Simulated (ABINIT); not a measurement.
**Ta2N and the effect of the functional**

The cell as given:

Symmetry: P-3m1, No. 164, trigonal system. The conventional cell has a = 3.113 Å, b = 3.113 Å, c = 4.870 Å, α = 90.00°, β = 90.00°, γ = 120.00°. Ta (site symmetry 3m) is surrounded by 3 N at 2.18 Å. N (site symmetry -3m) has 6 Ta at 2.18 Å as nearest neighbours.

The cell comes from a database or a generator and needn't be the stable form of this composition.

Kept alike: task relaxation of cell and atoms; k mesh 8 × 8 × 5; occupations fermi-dirac, width 0.05 eV; no spin polarisation. Program: ABINIT, potentials by row: JTH PAW LDA v2.0 (LDA); JTH PAW PBE v2.0 (PBEsol on files made for PBE), cutoff 707 eV. The mesh is that of the run's cell of 3 atoms. No spin-orbit coupling.

```csv
functional,volume (Å³/atom),first edge of the run's cell (Å),third edge of the run's cell (Å)
LDA,12.958,3.069,4.765
PBEsol,13.226,3.087,4.807
```

The relaxations keep at least the cell's symmetry (P-3m1). For a metal such a mesh leaves the last digits unconverged. Relaxations stop with a little pressure left, so the last digits of a volume or edge aren't settled. Runs of this series that gave no sound value for these columns are left out. Potentials were made for LDA (LDA); PBE (PBEsol).

What does the functional change here?

The volume runs from 12.958 (LDA) to 13.226 Å³/atom (PBEsol). The first edge of the run's cell runs from 3.069 (LDA) to 3.087 Å (PBEsol). The third edge of the run's cell runs from 4.765 (LDA) to 4.807 Å (PBEsol).
